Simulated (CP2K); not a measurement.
# WS2 in CP2K: the effect of pseudo set

The system is WS2.

```xyz
3
Lattice="6.4274 0.0000 0.0000 5.6515 3.0612 0.0000 5.6515 1.4323 2.7055" Properties=species:S:1:pos:R:3 pbc="T T T"
W     0.0000    0.0000    0.0000
S    10.3014    2.6107    1.5719
S    13.3032    3.3715    2.0299
```

Measurements of this composition are mostly on another form, of space group No. 194.

Alike in all runs:

| Property | Result |
| --- | --- |
| Program | CP2K 2026.2 |
| Task | single point |
| Functional | PBE |
| Density cutoff | 6123 eV |
| k mesh | 10 × 10 × 10 |
| Occupations | fermi-dirac, width 0.05 eV |
| Spin | no spin polarisation |

```csv
pseudo set,gap on the mesh (eV),pressure (GPa),largest force (eV/Å)
PBE,1.10,3.4,0.61
PADE,1.15,-4.1,0.54
BLYP,1.11,5.0,0.79
SCAN,?,?,?
PBE0,1.10,3.5,0.61
```

Q: What does the run with pseudo set SCAN give?

A: gap on the mesh 1.12 eV; pressure 2.0 GPa; largest force 0.60 eV/Å.

Caveats: spin-orbit coupling is left out, which moves the levels of the heavy elements; the basis of atomic orbitals isn't converged, which shifts pressures, moduli and gaps; the potentials were made for another functional, which shifts forces and pressure (some runs).

A k mesh can miss the band edges.
